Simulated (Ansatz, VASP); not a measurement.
SnTe: VASP beside Ansatz

INCAR

```
ALGO     = Normal         # electronic algorithm
EDIFF    = 1E-6           # SCF threshold, eV
ENCUT    = 520            # plane-wave cutoff, eV
GGA      = PS             # functional
ISIF     = 2              # what is computed and relaxed
ISMEAR   = 0              # smearing method
LASPH    = T              # aspherical terms in the spheres
LCHARG   = T              # write CHGCAR
LELF     = T              # ELF
LREAL    = F              # projectors in reciprocal space
LVHAR    = T            
LWAVE    = F              # write WAVECAR
NBANDS   = 17             # bands
NELM     = 60             # most SCF steps
PREC     = Accurate       # precision mode
SIGMA    = 0.01           # smearing width, eV
```

File KPOINTS:

```
k-points
0
Gamma
  3 3 3
```

Contents of POSCAR:

```
SnTe
1.0
   -0.0123400000      3.5909600000      3.5803100000
    3.6386700000     -0.0265400000      3.5945100000
    3.6394100000      3.6059000000     -0.0272800000
Sn Te
1 1
Direct
    0.9957800000      0.0009800000      0.0052100000
    0.7561500000      0.7474000000      0.7507500000
```

Input for Ansatz:

```yaml
crystal:
  lattice:
    - [-0.01234, 3.59096, 3.58031]
    - [3.63867, -0.02654, 3.59451]
    - [3.63941, 3.6059, -0.02728]
  atoms:
    - { symbol: Sn, position: [0.99578, 0.00098, 0.00521] }
    - { symbol: Te, position: [0.75615, 0.7474, 0.75075] }
basis:
  ecutwfc: 540.0
  xc_grid: 2
kpoints:
  mp_grid:
    grid: [3, 3, 3]
hamiltonian:
  xc: pbesol
scf:
  convergence:
    dr2_threshold: 1.0e-09
  occupations:
    method: fixed
output:
  forces: true
  stress: true
```

The cell comes from a database or a generator and needn't be the stable form of this composition.

Alike in both runs: task single point; functional PBEsol; k mesh 3 × 3 × 3; no spin polarisation.

|  | VASP | Ansatz |
| --- | --- | --- |
| version | VASP 6.6.1 | Ansatz 0.2.0 |
| potentials or method | VASP PAW PBE potentials, release 64 (Sn_d, Te) | plane waves, PAW |
| plane-wave cutoff (eV) | 520 | 540 |
| occupations | gaussian, width 0.01 eV | fixed |
| valence electrons in the cell | 20 | 30 |

```csv
,VASP,Ansatz,Ansatz less VASP
pressure (GPa),-2.3,-2.3,0.00
largest component of the traceless stress (GPa),0.10,0.10,-0.003
rms of the force components (eV/Å),0.047,0.046,-0.0003
```

Atom by atom the forces differ by 0.000 eV/Å (rms over components). The two sets of potentials don't hold the same shells in valence. Ansatz warned: «stress_scf_threshold_loose».

Caveats: the k mesh is coarse (spacing up to 0.50 Å⁻¹), so the values aren't converged; the PAW data sets were made with another functional, which shifts forces and pressure a little (VASP). A k mesh can miss the band edges.
